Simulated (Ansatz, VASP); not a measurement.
Two plane-wave programs on NiO2

INCAR

```
SYSTEM = NiO2
PREC = Accurate ; ENCUT = 520
EDIFF = 1E-7 ; ISMEAR = 0
SIGMA = 0.05 ; LREAL = .False.
LASPH = .True. ; NELM = 60
ALGO = Normal ; ISIF = 2
LWAVE = .False. ; LCHARG = .False.
NBANDS = 18
```

File KPOINTS:

```
Automatic mesh
0
Gamma
  12 12 6
  0 0 0
```

Contents of POSCAR:

```
NiO2
1.0
    2.6525108924      0.0000000000      0.0000000000
   -1.3262554462      2.2971418167      0.0000000000
    0.0000000000      0.0000000000      4.5631144882
Ni O
1 2
Direct
    0.0000000000      0.0000000000      0.5000000000
    0.6666666667      0.3333333333      0.7067356968
    0.3333333333      0.6666666667      0.2932643032
```

Input for Ansatz:

```yaml
crystal:
  lattice:
    - [2.6525108924, 0.0, 0.0]
    - [-1.3262554462, 2.2971418167, 0.0]
    - [0.0, 0.0, 4.5631144882]
  atoms:
    - { symbol: Ni, position: [0.0, 0.0, 0.5] }
    - { symbol: O, position: [0.6666666667, 0.3333333333, 0.7067356968] }
    - { symbol: O, position: [0.3333333333, 0.6666666667, 0.2932643032] }
basis:
  ecutwfc: 520.0
kpoints:
  mp_grid: { grid: [12, 12, 6] }
hamiltonian:
  xc: lda
  pseudopotentials: { kind: paw }
scf:
  occupations: { method: gaussian, width: 0.05 }
output:
  forces: true
  stress: true
  eigenvalues: true
```

Alike in both runs: task single point; functional LDA; k mesh 12 × 12 × 6; occupations gaussian, width 0.05 eV; no spin polarisation.

```csv
,VASP,Ansatz
version,VASP 6.6.1,Ansatz 0.2.0
potentials or method,"VASP PAW LDA potentials, release 64 (Ni, O)","scalar-relativistic, plane waves, PAW"
plane-wave cutoff (eV),520,520
valence electrons in the cell,22,30
```

VASP gave:

| Quantity | Value |
| --- | --- |
| gap on the k mesh at the Fermi level (eV) | 1.03 |
| least direct gap on the mesh (eV) | 1.26 |
| pressure (GPa) | 20.3 |
| largest component of the traceless stress (GPa) | 12.37 |
| rms of the force components (eV/Å) | 0.400 |

Estimate Ansatz's values.

gap on the k mesh at the Fermi level (eV): 1.07; least direct gap on the mesh (eV): 1.29; pressure (GPa): 18.8; largest component of the traceless stress (GPa): 11.95; rms of the force components (eV/Å): 0.338.

Atom by atom the forces differ by 0.062 eV/Å (rms over components). The two sets of potentials don't hold the same shells in valence.

Caveats: so large a pressure means that the cell lies far from this level's equilibrium, or that cutoff or potentials fall short (VASP). Spin polarisation is off, so any magnetic state and its effect on volume and gap are missing. A k mesh can miss the band edges.
